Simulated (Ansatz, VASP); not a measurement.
**Te in VASP and in Ansatz**

The input INCAR:

```
SYSTEM = Te
PREC     = Accurate       ! precision mode
ENCUT    = 520            ! plane-wave cutoff, eV
EDIFF    = 1E-6           ! SCF threshold, eV
ISMEAR   = -1             ! smearing method
SIGMA    = 0.05           ! smearing width, eV
LREAL    = .False.        ! projectors in reciprocal space
LASPH    = .True.         ! aspherical terms in the spheres
NELM     = 60             ! most SCF steps
ALGO     = Normal         ! electronic algorithm
ISIF     = 2              ! what is computed and relaxed
LWAVE    = .False.        ! write WAVECAR
LCHARG   = .False.        ! write CHGCAR
NBANDS   = 9              ! bands
```

File KPOINTS:

```
Automatic mesh
0
Gamma
  9 9 9
  0 0 0
```

The input POSCAR:

```
Te
1.0
    2.3511296351      1.3574253277      1.7241180786
   -2.3511296351      1.3574253277      1.7241180786
    0.0000000000     -2.7148506555      1.7241180786
Te
1
Direct
    0.5000000000      0.5000000000      0.5000000000
```

input.yaml

```yaml
crystal:
  lattice:
    - [2.3511296351, 1.3574253277, 1.7241180786]
    - [-2.3511296351, 1.3574253277, 1.7241180786]
    - [0.0, -2.7148506555, 1.7241180786]
  atoms:
    - { symbol: Te, position: [0.5, 0.5, 0.5] }
kpoints:
  mp_grid: { grid: [9, 9, 9] }
scf:
  occupations: { method: fermi_dirac, width: 0.05 }
hamiltonian:
  xc: lda
  pseudopotentials: { kind: all_electron, lapw: { basis_error: 0.001 } }
output:
  forces: true
  stress: true
  eigenvalues: true
```

Change from the starting cell: volume scaled by 1.06.

Alike in both runs: task single point; functional LDA; k mesh 9 × 9 × 9; occupations fermi-dirac, width 0.05 eV; no spin polarisation.

|  | VASP | Ansatz |
| --- | --- | --- |
| version | VASP 6.6.1 | Ansatz 0.2.0 |
| potentials or method | VASP PAW LDA potentials, release 64 (Te) | all-electron LAPW, scalar-relativistic |
| plane-wave cutoff (eV) | 520 | see its input |

Ansatz gave:

- gap on the k mesh at the Fermi level (eV): none
- pressure (GPa): -3.9
- largest component of the traceless stress (GPa): 0.73

Question: Estimate VASP's values.

Answer: gap on the k mesh at the Fermi level (eV): none; pressure (GPa): -3.9; largest component of the traceless stress (GPa): 0.71.

A gap of «none» marks a metal or a gap that the smearing closes. Ansatz ran all-electron here, so the differences hold the error of VASP's frozen core and of both bases.

Spin-orbit coupling is left out, which matters for the levels of Te.
